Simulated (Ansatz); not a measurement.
The system is Al2O3.

```
Al O
1.0
     4.61378    0.00000    0.00000
     0.00000    9.56328    0.00000
     0.00000    0.00000    3.11986
Al O
4 6
Direct
  0.98298 0.82457 0.00000
  0.01702 0.17543 0.00000
  0.48297 0.67543 0.50000
  0.51702 0.32457 0.50000
  0.50000 0.50000 0.50000
  0.12363 0.75305 0.50000
  0.37637 0.25305 0.00000
  0.62364 0.74695 0.00000
  0.00000 0.00000 0.00000
  0.87636 0.24695 0.50000
```

Measurements of this composition are mostly on another form, of space group No. 167.

```yaml
Program: Ansatz 0.2.0
Task: relaxation of cell and atoms
Functional: LDA
Potentials_or_basis: Ansatz PAW
Cutoff: "420 eV (not typed: the program's choice for these potentials)"
k_mesh: 6 × 3 × 9
Occupations: fermi-dirac, width 0.05 eV
Spin: no spin polarisation
```

At the start: volume 13.77 Å³/atom.

Where does the relaxation end?

It ends after 14 steps and the volume is 13.08 Å³/atom (-5.0 %); space group Pnnm (No. 58, to 0.05 Å).

Step by step:
```
step  energy change (eV)  largest force (eV/Å)  volume (Å³)
   1              0.0000                0.2027       137.66
   2             -0.1519                0.1517       135.23
   3             -0.2632                0.0937       132.51
   4             -0.2822                0.0633       132.72
   5             -0.3004                0.1822       133.94
   6             -0.3177                0.0819       132.81
   7             -0.3265                0.0504       131.81
   8             -0.3281                0.0308       131.62
   9             -0.3294                0.0055       131.41
  10             -0.3297                0.0040       131.36
  11             -0.3107                0.0037       131.36
  12             -0.3139                0.0234       130.76
  13             -0.3139                0.0073       130.78
  14             -0.3113                0.0074       130.78
```

Final structure:
```yaml
crystal:
  lattice:
    - [4.59264, 0.00000, 0.00000]
    - [0.00000, 9.57290, 0.00000]
    - [0.00000, 0.00000, 2.97459]
  atoms:
    - { symbol: Al, position: [0.08604, 0.83100, 0.00000] }
    - { symbol: Al, position: [0.91396, 0.16900, 0.00000] }
    - { symbol: Al, position: [0.58604, 0.66900, 0.50000] }
    - { symbol: Al, position: [0.41396, 0.33100, 0.50000] }
    - { symbol: O, position: [0.50000, 0.50000, 0.50000] }
    - { symbol: O, position: [0.26836, 0.77727, 0.50000] }
    - { symbol: O, position: [0.23164, 0.27727, 0.00000] }
    - { symbol: O, position: [0.76836, 0.72273, 0.00000] }
    - { symbol: O, position: [0.00000, 0.00000, 0.00000] }
    - { symbol: O, position: [0.73164, 0.22273, 0.50000] }
```

Caveat: the plane-wave basis is chosen anew once the cell has moved, so the energies of steps on either side of that aren't comparable; the pressure holds a Pulay correction of +0.7 GPa for the finite cutoff; the PAW data sets come from PBE, with cores solved anew for the run's functional, which leaves a small shift of forces and pressure.
